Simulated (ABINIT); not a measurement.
Crystal: PtS2.

```
Pt S
1.0
     3.54320    0.00000    0.00000
    -1.77160    3.06850    0.00000
     0.00000    0.00000    5.03880
Pt S
1 2
Direct
  0.00000 0.00000 0.00000
  0.66667 0.33333 0.77300
  0.33333 0.66667 0.22700
```

| Item | Value |
| --- | --- |
| Program | ABINIT 10.8.3 (patched build) |
| Task | relaxation of cell and atoms |
| Functional | PBEsol |
| Potentials or basis | JTH PAW PBE v2.0 |
| Cutoff | 544 eV |
| k mesh | 7 × 7 × 4 |
| Occupations | fermi-dirac, width 0.05 eV |
| Spin | no spin polarisation |

At the start: pressure 7.5 GPa; volume 18.26 Å³/atom.

Q: How do energy, volume and symmetry change on relaxing?

A: Over 17 steps the energy falls by 31.8 meV/atom and the volume is 17.40 Å³/atom (-4.7 %); space group P-3m1 (No. 164, to 0.05 Å).

Step by step:
```tsv
step	energy change (eV)	largest force (eV/Å)	pressure (GPa)	volume (Å³)
1	0.0000	1.0790	7.53	54.78
2	-0.0587	0.5747	2.74	56.06
3	-0.0740	0.2294	-0.25	56.91
4	-0.0760	0.1544	-0.67	56.98
5	-0.0799	0.0107	-1.03	56.88
6	-0.0816	0.0159	-0.68	56.62
7	-0.0822	0.0119	-0.18	56.37
8	-0.0823	0.0265	-0.03	56.29
9	-0.0825	0.0506	0.18	56.15
10	-0.0831	0.0918	0.51	55.81
11	-0.0848	0.1831	1.42	54.67
12	-0.0865	0.2049	1.65	54.01
13	-0.0923	0.1940	1.43	52.23
14	-0.0939	0.0765	0.61	51.46
15	-0.0951	0.0383	-0.55	52.45
16	-0.0954	0.0037	-0.02	52.17
17	-0.0954	0.0000	0.00	52.19
```

Final structure:
```
Pt S
1.0
     3.58212    0.00000    0.00000
    -1.79106    3.10220    0.00000
     0.00000    0.00000    4.69652
Pt S
1 2
Cartesian
  0.0000 0.0000 0.0000
  1.7911 1.0341 3.4972
  0.0000 2.0681 1.1993
```

Caveat: the PAW data sets were made with another functional, which shifts forces and pressure a little.
